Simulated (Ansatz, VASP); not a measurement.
**InGa7P8: VASP beside Ansatz**

Aim: how closely do two programs agree when they are given the same cell, functional and k mesh? The cell is taken from a series of runs on this material, whose earlier steps may have relaxed, scaled, displaced or heated it; both programs get it as it stands.

Calculated with Ansatz 0.2.0; plane waves, with VASP 6.6.1 beside it; relaxation of cell and atoms at PBEsol.

## Step 1: Starting point

The structure is cubic, space group F-43m (No. 216). The conventional cell has a = 11.005 Å, b = 11.005 Å, c = 11.005 Å, α = 90.00°, β = 90.00°, γ = 90.00°. In has 4 P at 2.38 Å nearest. Nearest to Ga lie 4 P at 2.38 Å. Ga has 4 P at 2.38 Å nearest. Nearest to P lie 4 Ga at 2.38 Å. Nearest to P lie 3 Ga at 2.38 Å and 1 In at 2.38 Å. Farther neighbours are not listed.

As a file:

```cif
data_structure
_symmetry_space_group_name_H-M 'F-43m'
_symmetry_Int_Tables_number 216
_cell_length_a 11.0047
_cell_length_b 11.0047
_cell_length_c 11.0047
_cell_angle_alpha 90.000
_cell_angle_beta 90.000
_cell_angle_gamma 90.000
_cell_volume 1332.72
loop_
_atom_site_label
_atom_site_type_symbol
_atom_site_symmetry_multiplicity
_atom_site_Wyckoff_symbol
_atom_site_fract_x
_atom_site_fract_y
_atom_site_fract_z
_atom_site_occupancy
In1 In 4 a 0.00000 0.00000 0.00000 1
Ga1 Ga 24 g 0.25000 0.00000 0.25000 1
Ga2 Ga 4 b 0.50000 0.00000 0.00000 1
P1 P 16 e 0.37500 0.12500 0.87500 1
P2 P 16 e 0.37500 0.37500 0.12500 1
```

## Step 2: VASP: relaxation of cell and atoms, PBEsol, pair 1

The relaxed volume is the usual yardstick between codes: in a stiff, nearly cubic crystal its relative difference is about their pressure difference at one cell divided by the bulk modulus.

Lines of VASP's logs that name or quote its potential files are left out, and so is its time.

Input file INCAR:

```
SYSTEM = InGa7P8
PREC = Accurate
ENCUT = 500
EDIFF = 1E-07
NELM = 120
ISMEAR = -1
SIGMA = 0.02
LREAL = .FALSE.
ALGO = Normal
GGA = PS
NBANDS = 89
LORBIT = 11
LWAVE = .FALSE.
LCHARG = .FALSE.
ISIF = 3
IBRION = 2
NSW = 80
EDIFFG = -0.005
LASPH = .TRUE.
GGA_COMPAT = .FALSE.
NELMIN = 4
EFERMI = MIDGAP
KPAR = 4
```

Input file POSCAR:

```
InGa7P8
1.0
    0.0000000000      5.5023750000      5.5023750000
    5.5023750000      0.0000000000      5.5023750000
    5.5023750000      5.5023750000      0.0000000000
In Ga P
1 7 8
Direct
    0.0000000000      0.0000000000      0.0000000000
    0.0000000000      0.0000000000      0.5000000000
    0.0000000000      0.5000000000      0.0000000000
    0.0000000000      0.5000000000      0.5000000000
    0.5000000000      0.0000000000      0.0000000000
    0.5000000000      0.0000000000      0.5000000000
    0.5000000000      0.5000000000      0.0000000000
    0.5000000000      0.5000000000      0.5000000000
    0.3750000000      0.3750000000      0.3750000000
    0.3750000000      0.3750000000      0.8750000000
    0.3750000000      0.8750000000      0.3750000000
    0.3750000000      0.8750000000      0.8750000000
    0.8750000000      0.3750000000      0.3750000000
    0.8750000000      0.3750000000      0.8750000000
    0.8750000000      0.8750000000      0.3750000000
    0.8750000000      0.8750000000      0.8750000000
```

Input file KPOINTS:

```
Automatic mesh
0
Gamma
4 4 4
0 0 0
```

PAW data sets: In_d, Ga_d and P (PBE family, release 64).

Run with:

```
> mpirun -np 4 vasp_std
```

Numbers of over 12 decimals in the logs are rounded to 6 here.

The program printed:

```text
[banner, memory and clock lines left out]
running    4 mpi-ranks, on    1 nodes
 distrk:  each k-point on    1 cores,    4 groups
 distr:  one band on    1 cores,    1 groups

 POSCAR found type information on POSCAR InGaP
 POSCAR found :  3 types and      16 ions
|                                                                             |
|               ----> ADVICE to this user running VASP <----                  |
|                                                                             |
|     You enforced a specific xc type in the INCAR file but a different       |
|     [... a line on the potential file left out ...]
|     I HOPE YOU KNOW WHAT YOU ARE DOING!                                     |
|                                                                             |

 LDA part: xc-table for (Slater+PW92), standard interpolation
 POSCAR, INCAR and KPOINTS ok, starting setup
 FFT: planning ... GRIDC
 FFT: planning ... GRID_SOFT
 FFT: planning ... GRID
 WAVECAR not read
 entering main loop
       N       E                     dE             d eps       ncg     rms          rms(c)
DAV:   1     0.157205464127E+04    0.15721E+04   -0.59207E+04  1586   0.228E+03
DAV:   2     0.288258316315E+03   -0.12838E+04   -0.12245E+04  1456   0.691E+02
DAV:   3    -0.464180316212E+02   -0.33468E+03   -0.31185E+03  1742   0.232E+02
DAV:   4    -0.784917218406E+02   -0.32074E+02   -0.31496E+02  1703   0.694E+01
DAV:   5    -0.804017728073E+02   -0.19101E+01   -0.18971E+01  2184   0.179E+01    0.129E+01
DAV:   6    -0.783182041967E+02    0.20836E+01   -0.41377E+00  2135   0.170E+01    0.750E+00
DAV:   7    -0.780453775695E+02    0.27283E+00   -0.19366E+00  2064   0.519E+00    0.260E+00
DAV:   8    -0.780292670292E+02    0.16111E-01   -0.32253E-01  1832   0.431E+00    0.739E-01
DAV:   9    -0.780295258161E+02   -0.25879E-03   -0.33492E-02  1776   0.218E+00    0.264E-01
DAV:  10    -0.780304786168E+02   -0.95280E-03   -0.84895E-03  1912   0.754E-01    0.222E-01
DAV:  11    -0.780306856613E+02   -0.20704E-03   -0.14296E-03  1904   0.282E-01    0.158E-01
DAV:  12    -0.780308187006E+02   -0.13304E-03   -0.52149E-04  1712   0.442E-01    0.381E-02
DAV:  13    -0.780307974644E+02    0.21236E-04   -0.12606E-04  1728   0.307E-01    0.206E-02
DAV:  14    -0.780308059075E+02   -0.84431E-05   -0.93625E-05  2224   0.132E-01    0.437E-03
DAV:  15    -0.780308084020E+02   -0.24945E-05   -0.29970E-05  1920   0.768E-02    0.685E-03
DAV:  16    -0.780308086336E+02   -0.23162E-06   -0.95685E-06  1728   0.565E-02    0.243E-03
DAV:  17    -0.780308092020E+02   -0.56841E-06   -0.51122E-06  1768   0.108E-02    0.194E-03
DAV:  18    -0.780308091913E+02    0.10717E-07   -0.31280E-07  1192   0.845E-03
   1 F= -.78030809E+02 E0= -.78030809E+02  d E =-.780308E+02
[...]
2 F= -.78342733E+02 E0= -.78342733E+02  d E =-.311924E+00
[...]
3 F= -.78350102E+02 E0= -.78350102E+02  d E =-.319293E+00
[...]
4 F= -.78353916E+02 E0= -.78353916E+02  d E =-.381366E-02
[...]
5 F= -.78354646E+02 E0= -.78354646E+02  d E =-.454345E-02
[...]
6 F= -.78355212E+02 E0= -.78355212E+02  d E =-.565730E-03
 trial-energy change:   -0.000566  1 .order   -0.000568   -0.000890   -0.000245
 step:   1.3600(harm=  1.3504)  dis= 0.00378  next Energy=   -78.355259 (dE=-0.613E-03)
 bond charge predicted
       N       E                     dE             d eps       ncg     rms          rms(c)
DAV:   1    -0.783552160733E+02   -0.44580E-05   -0.25663E-02  1801   0.559E-01    0.457E-02
DAV:   2    -0.783552637176E+02   -0.47644E-04   -0.71870E-04  2069   0.138E-01    0.168E-02
DAV:   3    -0.783552600764E+02    0.36413E-05   -0.50980E-05  2200   0.365E-02    0.892E-03
DAV:   4    -0.783552580332E+02    0.20432E-05   -0.51890E-06  2164   0.195E-02    0.347E-03
DAV:   5    -0.783552577912E+02    0.24198E-06   -0.21726E-06  1757   0.679E-03    0.217E-03
DAV:   6    -0.783552576616E+02    0.12955E-06   -0.22047E-07  1160   0.317E-03    0.108E-03
DAV:   7    -0.783552576408E+02    0.20860E-07   -0.16742E-07   979   0.309E-03
   7 F= -.78355258E+02 E0= -.78355258E+02  d E =-.611832E-03
 curvature:  -0.73 expect dE=-0.572E-05 dE for cont linesearch -0.269E-07
 trial: gam= 0.00706 g(F)=  0.669E-05 g(S)=  0.119E-05 ort =-0.602E-05 (trialstep = 0.106E+01)
 search vector abs. value=  0.784E-05
 reached required accuracy - stopping structural energy minimisation
```

From OUTCAR (step 2):

```text
ion  position               nearest neighbor table
   1  0.000  0.000  0.000-  12 2.38  14 2.38  15 2.38  16 2.38
   2  0.000  0.000  0.500-  11 2.38  13 2.38  15 2.38  16 2.38
   3  0.000  0.500  0.000-  10 2.38  16 2.38  14 2.38  13 2.38
   4  0.000  0.500  0.500-   9 2.38  15 2.38  14 2.38  13 2.38
   5  0.500  0.000  0.000-  10 2.38  16 2.38  12 2.38  11 2.38
   6  0.500  0.000  0.500-   9 2.38  15 2.38  12 2.38  11 2.38
   7  0.500  0.500  0.000-  12 2.38  14 2.38   9 2.38  10 2.38
   8  0.500  0.500  0.500-  11 2.38  13 2.38   9 2.38  10 2.38
   9  0.375  0.375  0.375-   4 2.38   6 2.38   7 2.38   8 2.38
  10  0.375  0.375  0.875-   3 2.38   5 2.38   7 2.38   8 2.38
  11  0.375  0.875  0.375-   2 2.38   8 2.38   6 2.38   5 2.38
  12  0.375  0.875  0.875-   1 2.38   7 2.38   6 2.38   5 2.38
  13  0.875  0.375  0.375-   2 2.38   8 2.38   4 2.38   3 2.38
  14  0.875  0.375  0.875-   1 2.38   7 2.38   4 2.38   3 2.38
  15  0.875  0.875  0.375-   4 2.38   6 2.38   1 2.38   2 2.38
  16  0.875  0.875  0.875-   3 2.38   5 2.38   1 2.38   2 2.38

  LATTYP: Found a face centered cubic cell.
 ALAT       =    11.0047500000

 Subroutine GETGRP returns: Found 24 space group operations
 (whereof 24 operations were pure point group operations)

The static configuration has the point symmetry T_d .

 Found      8 irreducible k-points:

   k-points           NKPTS =      8   k-points in BZ     NKDIM =      8   number of bands    NBANDS=     89

   dimension x,y,z NGX =    60 NGY =   60 NGZ =   60
   dimension x,y,z NGXF=   120 NGYF=  120 NGZF=  120

   ENCUT  =  500.0 eV  36.75 Ry    6.06 a.u.  14.19 14.19 14.19*2*pi/ulx,y,z

   NELECT =     144.0000    total number of electrons

 k-points in reciprocal lattice and weights: Automatic mesh
   0.00000000  0.00000000  0.00000000       0.016
   0.25000000  0.00000000  0.00000000       0.125
   0.50000000  0.00000000  0.00000000       0.062
   0.25000000  0.25000000  0.00000000       0.094
   0.50000000  0.25000000  0.00000000       0.375
  -0.25000000  0.25000000  0.00000000       0.188
   0.50000000  0.50000000  0.00000000       0.047
  -0.25000000  0.50000000  0.25000000       0.094

 average (electrostatic) potential at core
       1 -95.7478       2 -65.0822       3 -65.0822       4 -65.0822       5 -65.0822
       6 -65.0822       7 -65.0822       8 -65.1224       9 -83.3424      10 -83.3424
      11 -83.3424      12 -83.1443      13 -83.3424      14 -83.1443      15 -83.1443
      16 -83.1443

 E-fermi :   5.4273

 k-point     1 :       0.0000    0.0000    0.0000
  band No.  band energies     occupation
    ...
     68       3.7411      2.00000
     69       3.7411      2.00000
     70       4.7348      2.00000
     71       4.7348      2.00000
     72       4.7348      2.00000
     73       6.1198      0.00000
     74       6.1198      0.00000
     75       6.1198      0.00000
     76       6.1202      0.00000
     77       6.2454      0.00000
    ...

 k-point     2 :       0.2500    0.0000    0.0000
  band No.  band energies     occupation
    ...
     68       3.2876      2.00000
     69       3.7427      2.00000
     70       3.7427      2.00000
     71       4.5195      2.00000
     72       4.5195      2.00000
     73       6.3014      0.00000
     74       6.4836      0.00000
     75       6.5007      0.00000
     76       6.5007      0.00000
     77       6.9445      0.00000
    ...

 k-point     3 :       0.5000    0.0000    0.0000
  band No.  band energies     occupation
    ...
     68       2.7898      2.00000
     69       3.9639      2.00000
     70       3.9639      2.00000
     71       4.1844      2.00000
     72       4.1844      2.00000
     73       6.5805      0.00000
     74       6.7099      0.00000
     75       6.9274      0.00000
     76       6.9634      0.00000
     77       6.9634      0.00000
    ...

  Total        0.0114722      0.0114722      0.0114722      0.0000000      0.0000000      0.0000000
  in kB        0.0554189      0.0554189      0.0554189      0.0000000      0.0000000      0.0000000
  external PRESSURE =       0.0554189 kB  Pullay stress =       0.0000000 kB

  energy-cutoff  :      500.00
  volume of cell :      331.67
      direct lattice vectors                 reciprocal lattice vectors
     0.000000000  5.494016375  5.494016375    -0.091008102  0.091008102  0.091008102
     5.494016375  0.000000000  5.494016375     0.091008102 -0.091008102  0.091008102
     5.494016375  5.494016375  0.000000000     0.091008102  0.091008102 -0.091008102

 POSITION                                       TOTAL-FORCE (eV/Angst)
 -----------------------------------------------------------------------------------
      0.00000      0.00000      0.00000        -0.000000      0.000000     -0.000000
      2.74701      2.74701      0.00095        -0.000000      0.000000     -0.000473
      2.74701      0.00095      2.74701        -0.000000     -0.000473     -0.000000
      5.49306      2.74701      2.74701         0.000473      0.000000     -0.000000
      0.00095      2.74701      2.74701        -0.000473      0.000000     -0.000000
      2.74701      5.49306      2.74701        -0.000000      0.000473     -0.000000
      2.74701      2.74701      5.49306        -0.000000      0.000000      0.000473
      5.49402      5.49402      5.49402         0.000000      0.000000     -0.000000
      4.12016      4.12016      4.12016         0.002680      0.002680      0.002680
      6.86787      6.86787      4.12016        -0.002680     -0.002680      0.002680
      6.86787      4.12016      6.86787        -0.002680      0.002680     -0.002680
      9.55738      6.92467      6.92467        -0.002064      0.002064      0.002064
      4.12016      6.86787      6.86787         0.002680     -0.002680     -0.002680
      6.92467      9.55738      6.92467         0.002064     -0.002064      0.002064
      6.92467      6.92467      9.55738         0.002064      0.002064     -0.002064
      9.55738      9.55738      9.55738        -0.002064     -0.002064     -0.002064
 -----------------------------------------------------------------------------------
    total drift:                               -0.000003     -0.000003     -0.000003

  FREE ENERGIE OF THE ION-ELECTRON SYSTEM (eV)
  ---------------------------------------------------
  free  energy   TOTEN  =       -78.3552576408 eV

  energy  without entropy=      -78.3552576408  energy(sigma->0) =      -78.35525764

 reached required accuracy - stopping structural energy minimisation

 total charge
# of ion       s       p       d       tot
------------------------------------------
    1        0.842   0.879   9.907  11.628
    2        0.863   0.845  10.012  11.721
    3        0.863   0.845  10.012  11.721
    4        0.863   0.845  10.012  11.721
    5        0.863   0.845  10.012  11.721
    6        0.863   0.845  10.012  11.721
    7        0.863   0.845  10.012  11.721
    8        0.863   0.827  10.007  11.696
    9        1.019   1.493   0.000   2.512
   10        1.019   1.493   0.000   2.512
   11        1.019   1.493   0.000   2.512
   12        1.019   1.520   0.000   2.539
   13        1.019   1.493   0.000   2.512
   14        1.019   1.520   0.000   2.539
   15        1.019   1.520   0.000   2.539
   16        1.019   1.520   0.000   2.539
--------------------------------------------------
tot         15.037  18.824  79.988 113.849

[... 3 further parts left out ...]
```

(Continued in part 2 of 3.)

[Lines on the potential files, build, host, timing and source positions are cut from VASP's logs without a mark.]

[Logs are printed without paths, hosts, clocks, repeated set-up lines and the standing remarks that a program may print on its own settings, such as how far it seeks lower states.]

[Hosts, paths, dates, database ids (printed as entryN), source tags and the programs' standing remarks are cut or masked in the printed files.]
